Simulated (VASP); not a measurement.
The system is CdO.

```
Cd O
1.0
     0.00000    2.34950    2.34950
     2.34950    0.00000    2.34950
     2.34950    2.34950    0.00000
Cd O
1 1
Direct
  0.00000 0.00000 0.00000
  0.50000 0.50000 0.50000
```

```yaml
Program: VASP 6.6.1
Task: relaxation of cell and atoms
Functional: PBE
Potentials_or_basis: VASP PAW PBE potentials, release 64 (Cd, O)
Cutoff: 600 eV
k_mesh: 12 × 12 × 12
Occupations: gaussian, width 0.03 eV
Spin: no spin polarisation
```

At the start: pressure 7.4 GPa; volume 12.97 Å³/atom.

How do energy, volume and symmetry change on relaxing?

Over 3 steps the energy falls by 15.0 meV/atom and the volume is 13.66 Å³/atom (+5.3 %); space group Fm-3m (No. 225, to 0.05 Å).

Step by step:
```tsv
step	energy change (eV)	largest force (eV/Å)	pressure (GPa)	volume (Å³)
1	0.0000	0.0000	7.38	25.94
2	-0.0184	0.0000	-3.87	28.25
3	-0.0300	0.0000	-0.01	27.32
```

Final structure:
```
Cd O
1.0
     0.00000    2.39035    2.39035
     2.39035    0.00000    2.39035
     2.39035    2.39035    0.00000
Cd O
1 1
Cartesian
  0.0000 0.0000 0.0000
  2.3903 2.3903 2.3903
```
